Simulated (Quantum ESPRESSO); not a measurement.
Al under changes of volume

One of the cells (16.603 Å³/atom); the others are scaled copies at fixed shape and fractional positions:

```
Al
1.0
     0.00000    2.02481    2.02481
     2.02481    0.00000    2.02481
     2.02481    2.02481    0.00000
Al
1
Direct
  0.00000 0.00000 0.00000
```

```yaml
Program: Quantum ESPRESSO 7.5
Functional: LDA
Potentials_or_basis: GBRV 1.5 LDA
Cutoff: 612 eV
Density_cutoff: 4898 eV
k_mesh: 11 × 11 × 11
Occupations: fermi-dirac, width 0.05 eV
Spin: no spin polarisation
```

```tsv
volume (Å³/atom)	energy over the lowest point (meV/atom)	pressure (GPa)
15.607	0.63	1.2
15.939	0.00	-0.6
16.271	?	?
16.603	9.05	-3.7
16.935	17.94	-4.9
17.267	29.42	-6.1
17.599	43.10	-7.1
```

**Question.** What does the run at 16.271 Å³/atom give?

**Answer.** Energy over the lowest point 2.93 meV/atom; pressure -2.2 GPa.

Worked out: A Birch-Murnaghan fit of order 3 (a polynomial in V^(-2/3)) to the other rows has its minimum at 15.83 Å³/atom with B0 = V·E''(V) = 85 GPa and B' = 4.5. It gives 2.94 meV/atom at 16.271 Å³/atom, against the run's 2.93, and -dE/dV = -2.2 GPa, against -2.2.

Energies are extrapolated to zero smearing.
